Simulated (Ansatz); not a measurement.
Something may be wrong with this Ansatz 0.2.0 calculation of TiO.

Contents of input.yaml:

```yaml
crystal:
  lattice:
    - [3.031, 0.0, 0.0]
    - [-1.5155, 2.6249229989, 0.0]
    - [0.0, 0.0, 3.2377]
  atoms:
    - { symbol: Ti, position: [0.6666666667, 0.3333333333, 0.0], spin: -1.0 }
    - { symbol: O, position: [0.0, 0.0, 0.5] }
hamiltonian:
  xc: lda
  pseudopotentials: { kind: nc, accuracy: standard, xc_functional: pbesol }
magnetization:
  spin_polarized: true
kpoints:
  mp_grid: { grid: [10, 10, 8] }
scf:
  occupations: { method: tetrahedron }
  n_extra_bands: 6
  max_iter: 5
output:
  forces: true
  stress: true
  dos: { projected: false, de: 0.05, nscf_kmesh: { grid: [15, 15, 12] } }
```

Potentials or basis: PseudoDojo PBEsol.

Command:

```console
$ ansatz run input.yaml --threads 1 --pin off --max-ram 2560MiB --backend cpu --events-out ev --progress --plain --runs-dir out
```

Output:

```text
Warning: output.forces, output.stress, relax.cell or npt_langevin: where a Kohn–Sham band that disperses or a degenerate level is filled in part under the method tetrahedron, the forces or the stress that this run publishes need not agree with its energy (scf.occupations.method in the input reference, under Limitations); prefer a smearing scheme for the forces or the stress
Warning: RAYON_NUM_THREADS=1 ignored (pool sized by the plan → 1); use --threads N
scf.n_extra_bands = 6 over 9 filled bands (N_el = 18.0): the run solves 15 bands
Engine: ansatz 0.2.0, x86_64-unknown-linux-gnu
[... 22 lines left out ...]
SCF iter   3: F=—  HF=-2062.942669 eV  |F-HF|=—  |Δ(HF+E_count)|=   2.27e-2  Δρ=3.15e-2 (↑3.06e-2 ↓3.15e-2)  dr2=9.46e-2  dr2_m=1.84e-1  M=-0.006 μB ∫|m|=0.108 μB  β_m=0.30  ethr=1.92e-3  ⟨swp⟩=4.9  Hψ=11806  notcnv=0
SCF iter   4: F=—  HF=-2062.944186 eV  |F-HF|=—  |Δ(HF+E_count)|=   1.52e-3  Δρ=2.13e-2 (↑2.10e-2 ↓2.13e-2)  dr2=7.12e-3  dr2_m=9.93e-2  M=-0.001 μB ∫|m|=0.081 μB  β_m=0.30  ethr=5.25e-4  ⟨swp⟩=3.6  Hψ=11706  notcnv=0
SCF iter   5: F=—  HF=-2062.957420 eV  |F-HF|=—  |Δ(HF+E_count)|=   1.32e-2  Δρ=1.50e-2 (↑1.50e-2 ↓1.50e-2)  dr2=6.64e-4  dr2_m=5.29e-2  M=-0.000 μB ∫|m|=0.064 μB  β_m=0.30  ethr=3.96e-5  ⟨swp⟩=3.2  Hψ=11421  notcnv=0
Error: did not converge after 5 iterations: magnetization_residual = 5.29e-2 (threshold 1.00e-7), under the density mixer `msr1`, which `scf.mixing.algorithm: auto` chose by the deck's other keys (type `scf.mixing.algorithm: msr1` to keep it); raise `scf.max_iter`, which need not help a stalled SCF, or adjust the mixing (`scf.mixing`) or, under a smearing, its width (`scf.occupations.width`, in either direction: another width is another result); this SCF holds its density and magnetisation to the symmetry operations that it keeps, and cannot end on a state that breaks one of them: if the state sought breaks one, re-run with `crystal.symmetry.detect: false`, without `crystal.symmetry.time_reversal: true`, on a non-collinear deck whose state breaks time reversal, with `crystal.symmetry.time_reversal: false` beside it (there exact exchange or a DFT+U term alone can polarise the run; a magnetic state wants starting moments), where the deck allows it (that run may end on another state, and need not converge either) — the other mixer that `auto` picks from is left to try (`scf.mixing.algorithm: broyden`); it can need more iterations, either can converge an SCF that the other leaves open, and the two can end on different states; the input reference at `scf.mixing.algorithm` says more, and from which start to try it
```

Problem. Diagnose the run.

Solution. No converged result was reached. The input holds a flaw that was put in on purpose: too few SCF iterations.
